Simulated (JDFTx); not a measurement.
# LiF (Griceite) (Imm2) in JDFTx: convergence with smearing width

Aim: find how far smearing width must go before the results for LiF (Griceite) settle, at RPBE. This setting moves, with any that are tied to it; all else stays.

All numbers are computed with JDFTx 1.7.0 (patched build); they aren't measurements. Logs are shortened: lines on timing, memory, paths and dates and some standing lists are left out, and cuts for length are marked. The log counts tension as positive stress, the text compression.

### Step 1. The cell of the first run

The typed cell holds 2 atoms: a = 2.848 Å, b = 2.848 Å, c = 2.848 Å, α = 60.00°, β = 60.00°, γ = 60.00°.

The cell isn't the ideal one: atoms moved at random, drawn with an rms of 0.02 Å.

### Step 2. With smearing width 0.3 eV

LiF.in

```
lattice \
    0.0000000000     3.8059084150     3.8059084150 \
    3.8059084150     0.0000000000     3.8059084150 \
    3.8059084150     3.8059084150     0.0000000000
coords-type Cartesian
ion F      3.7883707890     3.7630538862     3.7992632989 1
ion Li    -0.0287993090    -0.0321637320    -0.0063787025 1

ion-species pseudo/F.upf
ion-species pseudo/Li.upf
elec-cutoff 49 392
elec-ex-corr gga-x-rpbe gga-c-pbe
kpoint-folding 7 7 7
elec-smearing Fermi 0.011024797
elec-n-bands 10
electronic-SCF nIterations 100 energyDiffThreshold 1e-09
electronic-minimize nIterations 30 energyDiffThreshold 1e-7
forces-output-coords Cartesian

dump-name run.$VAR
dump End Ecomponents EigStats BandEigs Kpoints Forces Stress
```

Potentials or basis: Ansatz-NC-SR-PBE.

On the command line:

```sh
$ jdftx -c 1 -i LiF.in -o LiF.out
```

Wall time 60 s (1 thread of Intel Xeon 6975P-C (Granite Rapids), shared host); peak memory 0.18 GiB.

What came out:

```
Free energy            : -863.2069 eV
Pressure               : 6.2 GPa
Largest force          : 0.014 eV/Å
Band gap on the k mesh : 9.34 eV, direct
Loewdin charges        : F -0.73; Li +0.79 e
```

### Step 3. With smearing width 0.2 eV

Changes to LiF.in since step 2:

```diff
@@ -13,3 +13,3 @@
 kpoint-folding 7 7 7
-elec-smearing Fermi 0.011024797
+elec-smearing Fermi 0.0073498644
 elec-n-bands 10
```

Potentials or basis: Ansatz-NC-SR-PBE.

On the command line:

```sh
$ jdftx -c 1 -i LiF.in -o LiF.out
```

Run time: 57 s. Hardware: 1 thread of Intel Xeon 6975P-C (Granite Rapids), shared host; peak memory 0.19 GiB.

What came out:

```yaml
Free_energy: -863.2069 eV
Pressure: 6.2 GPa
Largest_force: 0.014 eV/Å
Band_gap_on_the_k_mesh: 9.34 eV, direct
Loewdin_charges: F -0.73; Li +0.79 e
```

### Step 4. With smearing width 0.15 eV

Changes to LiF.in since step 3:

```diff
@@ -13,3 +13,3 @@
 kpoint-folding 7 7 7
-elec-smearing Fermi 0.0073498644
+elec-smearing Fermi 0.0055123983
 elec-n-bands 10
```

On the command line:

```sh
$ jdftx -c 1 -i LiF.in -o LiF.out
```

It took 67 s on 1 thread of Intel Xeon 6975P-C (Granite Rapids), shared host; peak memory 0.18 GiB.

What came out:

- Free energy: -863.2069 eV
- Pressure: 6.2 GPa
- Largest force: 0.014 eV/Å
- Band gap on the k mesh: 9.34 eV, direct
- Loewdin charges: F -0.73; Li +0.79 e

### Step 5. With smearing width 0.1 eV

Changes to LiF.in since step 4:

```diff
@@ -13,3 +13,3 @@
 kpoint-folding 7 7 7
-elec-smearing Fermi 0.0055123983
+elec-smearing Fermi 0.0036749322
 elec-n-bands 10
```

On the command line:

```sh
$ jdftx -c 1 -i LiF.in -o LiF.out
```

Run time: 59 s. Hardware: 1 thread of Intel Xeon 6975P-C (Granite Rapids), shared host; peak memory 0.18 GiB.

What came out:

```
Free energy            : -863.2069 eV
Pressure               : 6.2 GPa
Largest force          : 0.014 eV/Å
Band gap on the k mesh : 9.34 eV, direct
Loewdin charges        : F -0.73; Li +0.79 e
```

### Step 6. With smearing width 0.05 eV

Changes to LiF.in since step 5:

```diff
@@ -13,3 +13,3 @@
 kpoint-folding 7 7 7
-elec-smearing Fermi 0.0036749322
+elec-smearing Fermi 0.0018374661
 elec-n-bands 10
```

Potentials or basis: Ansatz-NC-SR-PBE.

On the command line:

```sh
$ jdftx -c 1 -i LiF.in -o LiF.out
```

Run time: 60 s. Hardware: 1 thread of Intel Xeon 6975P-C (Granite Rapids), shared host; peak memory 0.19 GiB.

The run converged. Its results:

```
Free energy            : -863.2069 eV
Pressure               : 6.2 GPa
Largest force          : 0.014 eV/Å
Band gap on the k mesh : 9.34 eV, direct
Loewdin charges        : F -0.73; Li +0.79 e
```

### Step 7. With smearing width 0.025 eV

Changes to LiF.in since step 6:

```diff
@@ -13,3 +13,3 @@
 kpoint-folding 7 7 7
-elec-smearing Fermi 0.0018374661
+elec-smearing Fermi 0.00091873305
 elec-n-bands 10
```

On the command line:

```sh
$ jdftx -c 1 -i LiF.in -o LiF.out
```

Wall time 60 s (1 thread of Intel Xeon 6975P-C (Granite Rapids), shared host); peak memory 0.19 GiB.

Results (log left out):

| Quantity | Value |
| --- | --- |
| Free energy | -863.2069 eV |
| Pressure | 6.2 GPa |
| Largest force | 0.014 eV/Å |
| Band gap on the k mesh | 9.34 eV, direct |
| Loewdin charges | F -0.73; Li +0.79 e |

### Step 8. With smearing width 0.01 eV

Changes to LiF.in since step 7:

```diff
@@ -13,3 +13,3 @@
 kpoint-folding 7 7 7
-elec-smearing Fermi 0.00091873305
+elec-smearing Fermi 0.00036749322
 elec-n-bands 10
```

Potentials or basis: Ansatz-NC-SR-PBE.

On the command line:

```sh
$ jdftx -c 1 -i LiF.in -o LiF.out
```

Standard output:

```text
[... set-up lines left out ...]
LCAOMinimize: Iter:   0  F: -31.6663443936214044  |grad|_K:  2.883e-03  alpha:  1.000e+00
	FillingsUpdate:  mu: +0.089502370  nElectrons: 10.000000
LCAOMinimize: Iter:   1  F: -31.7021046913584321  |grad|_K:  3.483e-04  alpha:  4.174e-01  linmin: -4.569e-01  cgtest:  9.209e-01
LCAOMinimize: Encountered beta<0, resetting CG.
[... 6 lines of inner loops ...]
LCAOMinimize: Iter:   4  F: -31.7025784626481411  |grad|_K:  4.018e-07  alpha:  4.594e-01  linmin:  4.392e-04  cgtest: -5.892e-04
	FillingsUpdate:  mu: +0.075697338  nElectrons: 10.000000
LCAOMinimize: Iter:   5  F: -31.7025784639860753  |grad|_K:  1.701e-08  alpha:  9.641e-01  linmin:  9.708e-04  cgtest: -1.529e-03
LCAOMinimize: Converged (|Delta F|<1.000000e-06 for 2 iters).

-------- Electronic minimization -----------
Will mix electronic density at each iteration.
	FillingsUpdate:  mu: +0.075697338  nElectrons: 10.000000
	FillingsUpdate:  mu: +0.071288083  nElectrons: 10.000000
SCF: Cycle:  0   F: -31.717745544299621   dF: -1.517e-02   |Residual|: 8.544e-02   |deigs|: 4.526e-01
	FillingsUpdate:  mu: +0.044436218  nElectrons: 10.000000
SCF: Cycle:  1   F: -31.722216181696805   dF: -4.471e-03   |Residual|: 9.287e-03   |deigs|: 1.774e-02
	FillingsUpdate:  mu: +0.047192715  nElectrons: 10.000000
SCF: Cycle:  2   F: -31.722257008249013   dF: -4.083e-05   |Residual|: 4.376e-03   |deigs|: 2.231e-03
	FillingsUpdate:  mu: +0.048619596  nElectrons: 10.000000
SCF: Cycle:  3   F: -31.722265468999861   dF: -8.461e-06   |Residual|: 1.244e-03   |deigs|: 1.898e-03
	FillingsUpdate:  mu: +0.048350626  nElectrons: 10.000000
SCF: Cycle:  4   F: -31.722266571435050   dF: -1.102e-06   |Residual|: 2.453e-04   |deigs|: 2.527e-04
	FillingsUpdate:  mu: +0.048427376  nElectrons: 10.000000
SCF: Cycle:  5   F: -31.722266639527167   dF: -6.809e-08   |Residual|: 3.541e-05   |deigs|: 9.778e-05
	FillingsUpdate:  mu: +0.048428990  nElectrons: 10.000000
SCF: Cycle:  6   F: -31.722266643380937   dF: -3.854e-09   |Residual|: 3.295e-05   |deigs|: 2.820e-05
	FillingsUpdate:  mu: +0.048427583  nElectrons: 10.000000
SCF: Cycle:  7   F: -31.722266644296560   dF: -9.156e-10   |Residual|: 1.382e-05   |deigs|: 2.433e-05
	FillingsUpdate:  mu: +0.048424034  nElectrons: 10.000000
SCF: Cycle:  8   F: -31.722266644476033   dF: -1.795e-10   |Residual|: 1.111e-06   |deigs|: 2.390e-05
SCF: Converged (|Delta E|<1.000000e-09 for 2 iters).

Setting wave functions to eigenvectors of Hamiltonian

# Stress tensor in Cartesian coordinates [Eh/a0^3]:
[ -0.000209614 -2.21455e-08  -2.7941e-10  ]
[ -2.21455e-08 -0.000209597   2.0453e-10  ]
[  -2.7941e-10   2.0453e-10 -0.000209429  ]

# Ionic positions in cartesian coordinates:
ion F   3.788370789000000   3.763053886200000   3.799263298900000 1
ion Li  -0.028799309000000  -0.032163732000000  -0.006378702500000 1

# Forces in Cartesian coordinates:
force F  -0.000198745029892   0.000188485896296   0.000005187736658 1
force Li   0.000200177909541  -0.000189987340348  -0.000004707044305 1

# Energy components:
   Eewald =      -20.4740421202130598
       EH =        8.6735765795159221
     Eloc =      -27.5735844906616663
      Enl =       -8.4611379992799289
      Exc =       -7.7251954637447620
 Exc_core =        0.7984552772718219
       KE =       23.0396615726356444
-------------------------------------
     Etot =      -31.7222666444760293
       TS =        0.0000000000000019
-------------------------------------
        F =      -31.7222666444760328

IonicMinimize: Iter:   0  F: -31.722266644476033  |grad|_K:  1.588e-04
IonicMinimize: None of the convergence criteria satisfied after 0 iterations.

#--- Lowdin population analysis ---
# oxidation-state F -0.732
# oxidation-state Li +0.785

Dumping 'run.eigStats' ...
	eMin: -1.475770 at state 0 ( [ +0.000000 +0.000000 +0.000000 ] spin 0 )
	HOMO: +0.039034 at state 0 ( [ +0.000000 +0.000000 +0.000000 ] spin 0 )
	mu  : +0.048424
	LUMO: +0.382410 at state 0 ( [ +0.000000 +0.000000 +0.000000 ] spin 0 )
	eMax: +1.153164 at state 3 ( [ +0.000000 +0.000000 +0.428571 ] spin 0 )
	HOMO-LUMO gap: +0.343376
	Optical gap  : +0.343376 at state 0 ( [ +0.000000 +0.000000 +0.000000 ] spin 0 )
Done!
[note: mu as printed may lie anywhere between the filled and the empty levels]
```

Wall time 62 s (1 thread of Intel Xeon 6975P-C (Granite Rapids), shared host); peak memory 0.19 GiB.

Results:

```yaml
Free_energy: -863.2069 eV
Pressure: 6.2 GPa
Largest_force: 0.014 eV/Å
Band_gap_on_the_k_mesh: 9.34 eV, direct
Loewdin_charges: F -0.73; Li +0.79 e
```

### Step 9. Result

```csv
smearing width,"energy less the tightest run, at zero smearing (meV/atom)",SCF cycles,CPU time (s),peak memory (GiB)
0.3 eV,0.00,9,60,0.18
0.2 eV,0.00,9,57,0.19
0.15 eV,0.00,9,67,0.18
0.1 eV,0.00,9,59,0.18
0.05 eV,0.00,9,60,0.19
0.025 eV,0.00,9,60,0.19
0.01 eV,0.00,9,62,0.19
```

Against the tightest run, the energy stays within 1 meV/atom from 0.3 eV on. The tightest run that finished is the yardstick and may itself not be fully converged.

Caveats: the potentials were made for another functional, which shifts forces and pressure.
